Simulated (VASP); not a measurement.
A run of VASP 6.6.1 is set up as follows.

INCAR

```
ALGO = Normal ; EDIFF = 1E-6
ENCUT = 520 ; GGA = RE
ISIF = 2 ; ISMEAR = 0
LASPH = True ; LCHARG = False
LREAL = False ; LWAVE = False
NBANDS = 11 ; NELECT = 8.5
NELM = 80 ; PREC = Accurate
SIGMA = 0.1
```

KPOINTS

```
k-points
0
Gamma
  6 6 6
```

The input POSCAR:

```
MgO
1.0
    2.9380209034      0.0000000000      0.0000000000
   -1.4690104517      2.5444007392      0.0000000000
    0.0000000000      0.0000000000      2.6796800000
Mg O
1 1
Direct
    0.0000000000      0.0000000000      0.0000000000
    0.3333333333      0.6666666667      0.5000000000
```

Potentials or basis: VASP PAW PBE potentials, release 64 (Mg, O).

Run with:

```sh
$ cat potpaw_PBE.64/Mg/POTCAR potpaw_PBE.64/O/POTCAR > POTCAR
$ mpirun -np 1 vasp_std > vasp.out
```

(1) What does it give for the band gap on the k mesh?

## Answers

(1) none (metal or under the smearing width).

Caveat: the k mesh is coarse (spacing up to 0.41 Å⁻¹), so the values aren't converged; the cell is charged against a uniform background, so pressure and absolute levels hang on convention.
